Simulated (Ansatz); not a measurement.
Wanted: the native input for an Ansatz 0.2.0 run.

```
Task                : single point
Functional          : PBEsol
Potentials or basis : Ansatz PAW
Cutoff              : 420 eV (not typed: the program's choice for these potentials)
k mesh              : 10 × 10 × 8
Occupations         : fermi-dirac, width 0.05 eV
Spin                : no spin polarisation
Hubbard terms       : Mo d U = 6 eV
Hubbard projectors  : ortho-atomic (the default)
Double counting     : fll (the default)
```

The system is MoP.

```
Mo P
1.0
     3.22300    0.00000    0.00000
    -1.61150    2.79120    0.00000
     0.00000    0.00000    3.19100
Mo P
1 1
Cartesian
  0.0000 0.0000 0.0000
  0.0000 1.8608 1.5955
```

These files were run (other wordings do the same):

input.yaml

```yaml
crystal:
  lattice:
    - [3.223, 0.0, 0.0]
    - [-1.6115, 2.7911998764, 0.0]
    - [0.0, 0.0, 3.191]
  atoms:
    - { symbol: Mo, position: [0.0, 0.0, 0.0] }
    - { symbol: P, position: [0.3333333333, 0.6666666667, 0.5] }
hamiltonian:
  xc: pbesol
  pseudopotentials: { kind: paw }
  hubbard: { sites: [{ species: Mo, l: d, u_eff: 6.0 }] }
kpoints:
  mp_grid: { grid: [10, 10, 8] }
scf:
  occupations: { method: fermi_dirac, width: 0.05 }
output:
  forces: true
  stress: true
  eigenvalues: true
```

Potentials or basis: Ansatz PAW.

Command:

```sh
$ ansatz run input.yaml --threads 2 --pin off --max-ram 5632MiB --backend cpu --events-out ev --progress --plain --runs-dir out
```

Results of the run:

```
Pressure               : -5.5 GPa
Band gap on the k mesh : none (metal or under the smearing width)
```

Caveat: U without spin polarisation on a metal has little footing; the PAW data sets come from PBE, with cores solved anew for the run's functional, which leaves a small shift of forces and pressure; the U is typed as a test and isn't derived for this compound.

Wall time 2.2 s on 2 threads of Arm Neoverse V2, with other jobs on the host, peak memory 0.32 GiB.
